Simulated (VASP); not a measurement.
Crystal: CoO.

```xyz
2
Lattice="2.5705 0.0000 0.0000 0.0000 2.5705 0.0000 0.0000 0.0000 2.5705" Properties=species:S:1:pos:R:3 pbc="T T T"
Co    0.0000    0.0000    0.0000
O     1.2853    1.2853    1.2853
```

Measurements of this composition are mostly on another form, of space group No. 225.

Base run:

```yaml
Program: VASP 6.6.1
Functional: PBE
Potentials_or_basis: VASP PAW PBE potentials, release 64 (Co, O)
Cutoff: 520 eV
k_mesh: 7 × 7 × 7
Occupations: gaussian, width 0.05 eV
Spin: collinear spin, ferromagnetic start
Starting_moments: "[2.0, 0.0] μB"
Fixed_moment: 4 μB
Hubbard_terms: Co d U = 7 eV
```

Its results: pressure 65.3 GPa; net moment 4.00 μB per cell; site moments Co +3.14; O +0.69 μB.

Problem. The run is repeated on the same cell with these changes: fixed moment from 4 μB to none; further incar settings from ALGO = Fast; EDIFF = 1e-07; NBANDS = 18 to ALGO = Normal; EDIFF = 1e-07. What comes out?

Solution. Pressure 16.3 GPa; net moment 3.00 μB per cell; site moments Co +2.82; O +0.17 μB.

Caveats: a cell with one magnetic atom can't hold antiferromagnetic order, which such compounds often take; the moment is held away from its start (some runs); a pressure of tens of GPa on the cell as given is suspect, and the run, the potentials or the cell itself is likely at fault (some runs); the total moment is fixed, so each spin has its own Fermi level (some runs).
